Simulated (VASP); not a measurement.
A run of VASP 6.6.1:

INCAR

```
  PREC = Accurate
  ENCUT = 520
  EDIFF = 1E-6
  ISMEAR = 0
  SIGMA = 0.1
  LREAL = False
  LASPH = True
  NELM = 150
  ALGO = Fast
  ISIF = 2
  LWAVE = False
  LCHARG = True
  ISPIN = 2
  MAGMOM = 0 4
  LORBIT = 11
  LMAXMIX = 4
  GGA = PE
  LELF = True
  LVHAR = True
  NBANDS = 16
```

File KPOINTS:

```
Automatic mesh
0
Gamma
  6 6 6
```

The input POSCAR:

```
AlFe
1.0
    2.8455059500      0.0000000000      0.0000000000
    0.0000000000      2.8455059500      0.0000000000
    0.0000000000      0.0000000000      2.8455059500
Al Fe
1 1
Direct
    0.0000000000      0.0000000000      0.0000000000
    0.5000000000      0.5000000000      0.5000000000
```

Potentials or basis: VASP PAW PBE potentials, release 64 (Al, Fe).

Launch:

```console
$ cat potpaw_PBE.64/Al/POTCAR potpaw_PBE.64/Fe/POTCAR > POTCAR
$ mpirun -np 1 vasp_std > vasp.out
```

Hardware: 1 thread of Intel(R) Xeon(R) Platinum 8488C (Sapphire Rapids), on a shared host.

Question: How long does it take, and how much memory?

Answer: Run time: 11 s on 1 thread of Intel(R) Xeon(R) Platinum 8488C (Sapphire Rapids), with other jobs on the host, peak memory 0.15 GiB. Counts: scf iterations 15, k points 20.
